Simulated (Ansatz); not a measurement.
TiTe2:

```
Te Ti
1.0
     3.77700    0.00000    0.00000
    -1.88850    3.27098    0.00000
     0.00000    0.00000    6.49800
Te Ti
2 1
Direct
  0.33333 0.66667 0.73720
  0.66667 0.33333 0.26280
  0.00000 0.00000 0.00000
```

* Program: Ansatz 0.2.0
* Task: relaxation of cell and atoms
* Functional: PBE
* Potentials or basis: Ansatz PAW
* Cutoff: 420 eV (not typed: the program's choice for these potentials)
* k mesh: 8 × 8 × 4
* Occupations: fermi-dirac, width 0.05 eV
* Spin: no spin polarisation

At the start: volume 26.76 Å³/atom.

Question: How do energy, volume and symmetry change on relaxing?

Answer: It ends after 6 steps and the volume is 27.86 Å³/atom (+4.1 %); space group P-3m1 (No. 164, to 0.05 Å).

Step by step:
```csv
step,energy change (eV),largest force (eV/Å),volume (Å³)
1,0.0000,0.0120,80.28
2,-0.0044,0.1261,84.79
3,-0.0074,0.1244,84.04
4,-0.0099,0.0090,83.55
5,-0.0101,0.0001,83.57
6,-0.0105,0.0001,83.57
```

Final structure:
```
Te Ti
1.0
     3.78815    0.00000    0.00000
    -1.89407    3.28063    0.00000
     0.00000    0.00000    6.72429
Te Ti
2 1
Direct
  0.33333 0.66667 0.74493
  0.66667 0.33333 0.25507
  0.00000 0.00000 0.00000
```

Caveat: the plane-wave basis is chosen anew once the cell has moved, so the energies of steps on either side of that aren't comparable; this functional lacks dispersion, which binds the layers, so the pressure and a relaxed spacing across them are unreliable.
